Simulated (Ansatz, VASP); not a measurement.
# Hf: VASP beside Ansatz

```
Hf
1.0
     3.25940    0.00000    0.00000
    -1.62970    2.82272    0.00000
     0.00000    0.00000    5.15700
Hf
2
Direct
  0.66667 0.33333 0.75000
  0.33333 0.66667 0.25000
```

Change from the starting cell: volume scaled by 1.06.

Alike in both runs: task single point; functional PBE; k mesh 10 × 10 × 5; occupations fermi-dirac, width 0.05 eV; no spin polarisation.

|  | VASP | Ansatz |
| --- | --- | --- |
| version | VASP 6.6.1 | Ansatz 0.2.0 |
| potentials or method | VASP PAW PBE potentials, release 64 (Hf_pv), cutoff 520 eV | all-electron LAPW, scalar-relativistic |

VASP gave:

| Quantity | Value |
| --- | --- |
| gap on the k mesh at the Fermi level (eV) | none |
| pressure (GPa) | -5.6 |
| largest component of the traceless stress (GPa) | 0.45 |

Which values does Ansatz return?

gap on the k mesh at the Fermi level (eV): none; pressure (GPa): -5.1; largest component of the traceless stress (GPa): 0.39.

A gap of «none» marks a metal or a gap that the smearing closes. Ansatz ran all-electron here, so the differences hold the error of VASP's frozen core and of both bases.

Spin-orbit coupling is left out, which matters for the levels of Hf.
